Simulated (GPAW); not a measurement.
# TiTe2 (P-3m1) in GPAW: notebook, part 2 of 2

GPAW 26.7.0.

### Step 5. Relaxation of cell and atoms, PBEsol, target pressure 10 GPa, at which the enthalpy is minimised

File run.py:

```python
from ase import Atoms
from ase.filters import FrechetCellFilter
from ase.io import write
from ase.optimize import BFGS
from ase.units import GPa
from gpaw import GPAW, PW, setup_paths

setup_paths.insert(0, '.')

atoms = Atoms(['Te', 'Te', 'Ti'],
              cell=[[3.777, 0.0, 0.0],
                    [-1.8885, 3.2709779501, 0.0],
                    [0.0, 0.0, 6.498]],
              scaled_positions=[[0.3333333333, 0.6666666667, 0.7372],
                                [0.6666666667, 0.3333333333, 0.2628],
                                [0.0, 0.0, 0.0]],
              pbc=True)

calc = GPAW(mode=PW(600),
            xc='PBEsol',
            kpts={'size': (6, 6, 3), 'gamma': True},
            occupations={'name': 'fermi-dirac', 'width': 0.05},
            nbands=24,
            convergence={'density': 1e-05, 'forces': 0.0001},
            maxiter=150,
            txt='gpaw.txt')
atoms.calc = calc
opt = BFGS(FrechetCellFilter(atoms, scalar_pressure=10 * GPa), trajectory='relax.traj', logfile='-')
done = opt.run(fmax=0.02, steps=60)
calc.write('gs.gpw')
write('result.traj', atoms)
print('Converged:', done)
print('Cell:', atoms.cell.cellpar().round(4))
print('Volume:', round(atoms.get_volume(), 4))
print(atoms.get_scaled_positions().round(5))
```

Potentials or basis: PAW data sets generated in the run's folder for this functional, pw.

The run is started by

```console
gpaw-setup -f PBEsol Te Ti
OMP_NUM_THREADS=1 python run.py
```

gpaw.txt:

```text
__  _  _
 | _ |_)|_||  |
 |__||  | ||/\| - 26.7.0

Input parameters:
  mode=PW(ecut=600.0),
  convergence={'density': 1e-05, 'forces': 0.0001},
  kpts=MonkhorstPack(size=(6, 6, 3), gamma=True),
  maxiter=150,
  nbands=24,
  occupations=Occupations(name='fermi-dirac', width=0.05),
  xc=XC(name='PBEsol')

Diagonalizing LCAO Hamiltonian
Converting LCAO to pw mode

        Te

            Te

       Ti

Atoms  # Å, Bohr magnetons
|   | symbol |         x |        y |        z |    initial magnetic moments |
|---|--------|-----------|----------|----------|-----------------------------|
| 0 |     Te | -0.000000 | 2.180652 | 4.790326 | ( 0.0000,  0.0000,  0.0000) |
| 1 |     Te |  1.888500 | 1.090326 | 1.707674 | ( 0.0000,  0.0000,  0.0000) |
| 2 |     Ti |  0.000000 | 0.000000 | 0.000000 | ( 0.0000,  0.0000,  0.0000) |

Unit cell  # Å
| periodic |         x |        y |        z |  lengths |     angles |
|----------|-----------|----------|----------|----------|------------|
|      yes |  3.777000 | 0.000000 | 0.000000 | 3.777000 |  90.000000 |
|      yes | -1.888500 | 3.270978 | 0.000000 | 3.777000 |  90.000000 |
|      yes |  0.000000 | 0.000000 | 6.498000 | 6.498000 | 120.000000 |
[... 208 lines left out ...]
No gap
No difference between direct/indirect transitions

Stress tensor  # eV/Ang^3
|         x |         y |        z |
|-----------|-----------|----------|
|  0.017005 | -0.000000 | 0.000000 |
| -0.000000 |  0.017005 | 0.000000 |
|  0.000000 |  0.000000 | 0.017382 |

Forces  # eV/Ang
|        x |        y |        z |
|----------|----------|----------|
|  0.00000 | -0.00000 |  0.19234 |  # Te   0
| -0.00000 |  0.00000 | -0.19234 |  # Te   1
|  0.00000 |  0.00000 |  0.00000 |  # Ti   2
[... 664 lines left out ...]
SCF iterations
|iter     | |      energy | eigst |  dens |force |
|---------|-|-------------|-------|-------|------|
|iter:   1| |  -16.591470 | -1.39 |       |      |
|iter:   2| |  -16.421952 | -3.28 | -1.30 |      |
|iter:   3| |  -16.295011 | -3.05 | -1.49 |      |
|iter:   4| |  -16.280152 | -3.36 | -1.94 |      |
|iter:   5| |  -16.275502 | -3.49 | -2.25 |      |
|iter:   6| |  -16.275426c| -5.52 | -2.89 |      |
|iter:   7| |  -16.275364c| -5.63 | -3.08 |      |
|iter:   8| |  -16.275365c| -7.08 | -3.94 |      |
|iter:   9| |  -16.275365c| -7.95c| -4.41 |      |
|iter:  10| |  -16.275365c| -8.46c| -5.06c|      |
|iter:  11| |  -16.275365c| -9.38c| -6.07c|-3.82 |
|iter:  12| |  -16.275365c| -9.88c| -6.51c|-5.13c|

Converged in 12 steps
Energy contributions relative to reference atoms: (reference = -392621.564804)

Energy contributions:
  Kinetic:          45.579938
  Coulomb:         -40.897114
  Zero:              0.201126
  External:          0.000000
  Xc:              -21.155804
  Entropy:          -0.007023
  Spinorbit:         0.000000
  ----------------------------
  Free energy:     -16.278877
  Extrapolated:    -16.275365
[... 545 lines left out ...]
Atoms  # Å, Bohr magnetons
|   | symbol |         x |         y |         z |    initial magnetic moments |
|---|--------|-----------|-----------|-----------|-----------------------------|
| 0 |     Te | -0.000000 |  2.029988 |  4.329600 | ( 0.0000,  0.0000,  0.0000) |
| 1 |     Te |  1.758021 |  1.014994 |  1.734107 | ( 0.0000,  0.0000,  0.0000) |
| 2 |     Ti |  0.000000 | -0.000000 | -0.000000 | ( 0.0000,  0.0000,  0.0000) |

Unit cell  # Å
| periodic |         x |        y |         z |  lengths |     angles |
|----------|-----------|----------|-----------|----------|------------|
|      yes |  3.516042 | 0.000000 | -0.000000 | 3.516042 |  90.000000 |
|      yes | -1.758021 | 3.044982 |  0.000000 | 3.516042 |  90.000000 |
|      yes |  0.000000 | 0.000000 |  6.063707 | 6.063707 | 120.000000 |

Number of symmetries: 12
Symmetry operations  # r_c * U_cc + t_c -> r_c
|    | kind |            matrix            |
|----|------|------------------------------|
|  0 |  σ   |  1, 1, 0,  0,-1, 0,  0, 0, 1 |
|  1 |  S6  |  1, 1, 0, -1, 0, 0,  0, 0,-1 |
|  2 |  E   |  1, 0, 0,  0, 1, 0,  0, 0, 1 |
|  3 |  C2  |  1, 0, 0, -1,-1, 0,  0, 0,-1 |
|  4 |  C2  |  0, 1, 0,  1, 0, 0,  0, 0,-1 |
|  5 |  C3  |  0, 1, 0, -1,-1, 0,  0, 0, 1 |
|  6 |  S6  |  0,-1, 0,  1, 1, 0,  0, 0,-1 |
|  7 |  σ   |  0,-1, 0, -1, 0, 0,  0, 0, 1 |
|  8 |  σ   | -1, 0, 0,  1, 1, 0,  0, 0, 1 |
[... 137 lines left out ...]
SCF iterations
|iter     | |      energy | eigst |  dens |force |
|---------|-|-------------|-------|-------|------|
|iter:   1| |  -16.216227 | -3.08 |       |      |
|iter:   2| |  -16.214321 | -4.86 | -2.24 |      |
|iter:   3| |  -16.212910c| -4.54 | -2.42 |      |
|iter:   4| |  -16.212462c| -4.77 | -2.74 |      |
|iter:   5| |  -16.212399c| -5.51 | -3.13 |      |
|iter:   6| |  -16.212386c| -6.17 | -3.43 |      |
|iter:   7| |  -16.212385c| -7.50c| -4.07 |      |
|iter:   8| |  -16.212385c| -7.96c| -4.44 |      |
|iter:   9| |  -16.212385c| -8.88c| -5.27c|      |
|iter:  10| |  -16.212385c| -9.59c| -5.82c|-3.98 |
|iter:  11| |  -16.212385c|-10.16c| -6.81c|-5.41c|

Converged in 11 steps
Energy contributions relative to reference atoms: (reference = -392621.564804)

Energy contributions:
  Kinetic:          43.702598
  Coulomb:         -38.642541
  Zero:              0.171898
  External:          0.000000
  Xc:              -21.436029
  Entropy:          -0.016622
  Spinorbit:         0.000000
  ----------------------------
  Free energy:     -16.220695
  Extrapolated:    -16.212385
[... 1006 lines left out ...]
Stress tensor  # eV/Ang^3
|         x |         y |         z |
|-----------|-----------|-----------|
| -0.063583 | -0.000000 |  0.000000 |
| -0.000000 | -0.063583 |  0.000000 |
|  0.000000 |  0.000000 | -0.063598 |

Forces  # eV/Ang
|       x |        y |        z |
|---------|----------|----------|
| 0.00000 | -0.00000 | -0.02509 |  # Te   0
| 0.00000 |  0.00000 |  0.02509 |  # Te   1
| 0.00000 |  0.00000 |  0.00000 |  # Ti   2

Interpolating wave functions to new cell
[... 229 lines left out ...]
Stress tensor  # eV/Ang^3
|         x |         y |         z |
|-----------|-----------|-----------|
| -0.062600 |  0.000000 |  0.000000 |
|  0.000000 | -0.062600 |  0.000000 |
|  0.000000 |  0.000000 | -0.062815 |

Forces  # eV/Ang
|       x |       y |        z |
|---------|---------|----------|
| 0.00000 | 0.00000 | -0.00552 |  # Te   0
| 0.00000 | 0.00000 |  0.00552 |  # Te   1
| 0.00000 | 0.00000 |  0.00000 |  # Ti   2

# Writing to gs.gpw (mode='')
```

stdout:

```text
Step          Energy          fmax
BFGS:    0      -11.480480        2.135345
BFGS:    1      -11.654287        1.749059
BFGS:    2      -11.982432        1.374306
BFGS:    3      -12.026570        1.109377
BFGS:    4      -12.156189        0.333697
BFGS:    5      -12.168373        0.169423
BFGS:    6      -12.168723        0.105076
BFGS:    7      -12.168943        0.061559
BFGS:    8      -12.169236        0.063515
BFGS:    9      -12.169810        0.054240
BFGS:   10      -12.170253        0.025585
BFGS:   11      -12.170365        0.008667
Converged: True
Cell: [  3.5301   3.5301   6.0183  90.      90.     120.    ]
Volume: 64.9507
[[0.33333 0.66667 0.71415]
 [0.66667 0.33333 0.28585]
 [0.      0.      0.     ]]
```

Wall time 2.9 min (1 thread of Arm Neoverse V2, shared host); peak memory 0.29 GiB.

What came out:

| Item | Value |
| --- | --- |
| Free energy | -16.2243 eV |
| Relaxed volume | 21.65 Å³/atom |
| Relaxed cell | a = 3.530 Å, b = 3.530 Å, c = 6.018 Å, α = 90.00°, β = 90.00°, γ = 120.00° |
| Space group after relaxing (to 0.05 Å) | P-3m1 (No. 164) |
| Energy change on relaxing (the enthalpy is what falls) | +89.7 meV/atom |
| Ionic steps | 12 |
| Pressure after relaxing | 10.0 GPa |
| Largest force after relaxing | 0.006 eV/Å |
| Band gap on the k mesh | none (metal or under the smearing width) |

Forces in eV/Å, atoms in the order of the input:
```
Te   0.000  0.000 -0.006
Te   0.000  0.000  0.006
Ti   0.000  0.000  0.000
```

Step by step:
```csv
step,energy change (eV),largest force (eV/Å),pressure (GPa),volume (Å³)
1,0.0000,0.1923,-2.74,80.28
2,-0.0246,0.0894,-0.74,77.87
3,0.2753,1.4534,11.52,67.79
4,0.2104,1.1709,10.11,68.13
5,0.1830,0.1924,8.38,66.55
6,0.2634,0.0625,9.51,65.09
7,0.2733,0.0160,9.89,64.92
8,0.2783,0.0142,10.12,64.84
9,0.2804,0.0322,10.25,64.80
10,0.2791,0.0418,10.32,64.80
11,0.2735,0.0251,10.19,64.88
12,0.2692,0.0055,10.04,64.95
```

Final structure:
```cif
data_structure
_symmetry_space_group_name_H-M 'P 1'
_symmetry_Int_Tables_number 1
_cell_length_a 3.5301
_cell_length_b 3.5301
_cell_length_c 6.0183
_cell_angle_alpha 90.000
_cell_angle_beta 90.000
_cell_angle_gamma 120.000
_cell_volume 64.95
loop_
_atom_site_label
_atom_site_type_symbol
_atom_site_fract_x
_atom_site_fract_y
_atom_site_fract_z
_atom_site_occupancy
Te1 Te 0.33333 0.66667 0.71415 1
Te2 Te 0.66667 0.33333 0.28585 1
Ti1 Ti 0.00000 0.00000 0.00000 1
```

Caveat: later steps reuse the first step's grids; the volume moved by over 15 % at a fixed basis, so the end points are rough; this functional lacks dispersion, which binds the layers, so the pressure and a relaxed spacing across them are unreliable.

### Step 6. Relaxation of cell and atoms, PBEsol, target pressure 20 GPa, at which the enthalpy is minimised

Changes to run.py since step 5:

```diff
@@ -27,3 +27,3 @@
 atoms.calc = calc
-opt = BFGS(FrechetCellFilter(atoms, scalar_pressure=10 * GPa), trajectory='relax.traj', logfile='-')
+opt = BFGS(FrechetCellFilter(atoms, scalar_pressure=20 * GPa), trajectory='relax.traj', logfile='-')
 done = opt.run(fmax=0.02, steps=60)
```

Potentials or basis: PAW data sets generated in the run's folder for this functional, pw.

The run is started by

```console
gpaw-setup -f PBEsol Te Ti
OMP_NUM_THREADS=1 python run.py
```

Wall time 2.7 min (1 thread of Arm Neoverse V2, shared host); peak memory 0.25 GiB.

It converged, with:

* Free energy: -15.6833 eV
* Relaxed volume: 19.72 Å³/atom
* Relaxed cell: a = 3.387 Å, b = 3.387 Å, c = 5.953 Å, α = 90.00°, β = 90.00°, γ = 120.00°
* Space group after relaxing (to 0.05 Å): P-3m1 (No. 164)
* Energy change on relaxing (the enthalpy is what falls): +269.9 meV/atom
* Ionic steps: 11
* Pressure after relaxing: 20.0 GPa
* Largest force after relaxing: 0.016 eV/Å
* Band gap on the k mesh: none (metal or under the smearing width)

Forces on the atoms (eV/Å):
```
Te   0.000  0.000  0.016
Te   0.000  0.000 -0.016
Ti   0.000  0.000  0.000
```

The path:
```csv
step,energy change (eV),largest force (eV/Å),pressure (GPa),volume (Å³)
1,0.0000,0.1923,-2.74,80.28
2,-0.0216,0.3058,0.95,76.04
3,0.8051,2.3567,22.18,62.32
4,0.7088,1.9289,20.74,62.21
5,0.8926,0.1055,21.61,58.58
6,0.7773,0.0509,19.88,59.45
7,0.7882,0.0012,19.94,59.36
8,0.7988,0.0409,19.99,59.27
9,0.8112,0.0741,20.04,59.16
10,0.8148,0.0585,20.05,59.12
11,0.8097,0.0161,20.02,59.16
```

Final structure:
```cif
data_structure
_symmetry_space_group_name_H-M 'P 1'
_symmetry_Int_Tables_number 1
_cell_length_a 3.3875
_cell_length_b 3.3875
_cell_length_c 5.9531
_cell_angle_alpha 90.000
_cell_angle_beta 90.000
_cell_angle_gamma 120.000
_cell_volume 59.16
loop_
_atom_site_label
_atom_site_type_symbol
_atom_site_fract_x
_atom_site_fract_y
_atom_site_fract_z
_atom_site_occupancy
Te1 Te 0.33333 0.66667 0.70589 1
Te2 Te 0.66667 0.33333 0.29411 1
Ti1 Ti 0.00000 0.00000 0.00000 1
```

Levels at points of the mesh, in eV from the Fermi level:
```tsv
k point	band 8	band 9	band 10	band 11	band 12	band 13	band 14	band 15	band 16	band 17
(0.00, 0.00, 0.00)	-1.39	-1.39	-0.22	0.72	0.72	1.60	2.32	2.32	3.48	3.48
(0.50, 0.50, 0.00)	-5.18	-3.56	-3.03	-1.62	-1.51	-0.27	2.03	2.15	3.12	4.62
```

Caveat: later steps reuse the first step's grids; the volume moved by over 15 % at a fixed basis, so the end points are rough; this functional lacks dispersion, which binds the layers, so the pressure and a relaxed spacing across them are unreliable. Spin-orbit coupling is left out, which matters for the levels of Te.

### Step 7. Summary

```tsv
cell	target pressure	gap on the mesh (eV)	pressure (GPa)	largest force (eV/Å)
relaxed	-	none	-0.1	-
relaxed to 2 GPa	2 GPa	none	1.9	0.01
relaxed to 5 GPa	5 GPa	none	5.0	-
relaxed to 10 GPa	10 GPa	none	10.0	0.01
relaxed to 20 GPa	20 GPa	none	20.0	0.02
```

Alike in all rows: task relaxation of cell and atoms; level PBEsol; potentials or basis PAW data sets generated in the run's folder for this functional, pw; no spin polarisation; k mesh 6 × 6 × 3; cutoff (eV) 600; smearing fermi-dirac 0.05 eV.

Caveats: later steps reuse the first step's grids; this functional lacks dispersion, which binds the layers, so the pressure and a relaxed spacing across them are unreliable; the volume moved by over 15 % at a fixed basis, so the end points are rough (some runs).

Total energies depend on the potentials used, so only differences within one code and one set of settings carry meaning.
